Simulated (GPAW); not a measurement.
Write an ASE script for GPAW 26.7.0 that does the following.

- Task: band structure
- Functional: LDA
- Potentials or basis: the program's PAW data sets (release 1.2.1) made for this functional
- Cutoff: 600 eV
- Basis: pw
- k mesh: 13 × 13 × 13
- Occupations: fermi-dirac, width 0.05 eV
- Spin: no spin polarisation
- Maxiter: 150
- Band path: GXWKGLUWLK,UX
- Band points: 60

The structure of Cu lies in Cu.cif:

```cif
data_Cu
_cell_length_a 2.55619101
_cell_length_b 2.55619101
_cell_length_c 2.55619101
_cell_angle_alpha 60.00000000
_cell_angle_beta 60.00000000
_cell_angle_gamma 60.00000000
_space_group_name_H-M_alt 'P1'
_space_group_name_Hall 'P 1'
_space_group_IT_number 1
loop_
_space_group_symop_operation_xyz
'x,y,z'
loop_
_atom_site_label
_atom_site_type_symbol
_atom_site_symmetry_multiplicity
_atom_site_Wyckoff_symbol
_atom_site_fract_x
_atom_site_fract_y
_atom_site_fract_z
_atom_site_occupancy
Cu1 Cu 1 a 0.0000000000 0.0000000000 0.0000000000 1
```

One way to write it, as run:

run.py

```python
from ase.dft.bandgap import bandgap
from ase.io import read, write
from ase.units import GPa
from gpaw import GPAW, PW

atoms = read('Cu.cif')

calc = GPAW(mode=PW(600),
            xc='LDA',
            kpts={'size': (13, 13, 13), 'gamma': True},
            occupations={'name': 'fermi-dirac', 'width': 0.05},
            nbands=14,
            convergence={'density': 1e-05, 'energy': 1e-05},
            maxiter=150,
            txt='gpaw.txt')
atoms.calc = calc
energy = atoms.get_potential_energy()
forces = atoms.get_forces()
stress = atoms.get_stress()
calc.write('gs.gpw')
write('result.traj', atoms)
print(f'Energy: {energy:.6f} eV')
print('Forces (eV/A):')
print(forces.round(4))
print('Stress (GPa):', (stress / GPa).round(3))
print('Fermi level:', round(calc.get_fermi_level(), 4), 'eV')
print(f'Gap: {bandgap(calc)[0]:.4f} eV, direct: {bandgap(calc, direct=True)[0]:.4f} eV')

path = atoms.cell.bandpath('GXWKGLUWLK,UX', npoints=60, eps=1e-4)
bs_calc = calc.fixed_density(kpts=path, symmetry='off', nbands=21,
                             convergence={'bands': 'CBM+6.0', 'eigenstates': 1e-6}, txt='bands.txt')
bs = bs_calc.band_structure()
bs.write('bs.json')
print(f'Gap on the path: {bandgap(bs_calc)[0]:.4f} eV')
```

Potentials or basis: the program's PAW data sets (release 1.2.1) made for this functional, pw.

The run is started by

```console
$ OMP_NUM_THREADS=1 python run.py
```

Results of the run:

The pressure is -11.5 GPa. The band gap along the path is none (metal or under the smearing width).

Caveat: with this Cu data set, volumes or pressures lay over 1.5 % or 2 GPa off other programs in two to four cells of ten.

It took 15 s on 1 thread of Arm Neoverse V1 (shared host), peak memory 0.15 GiB.
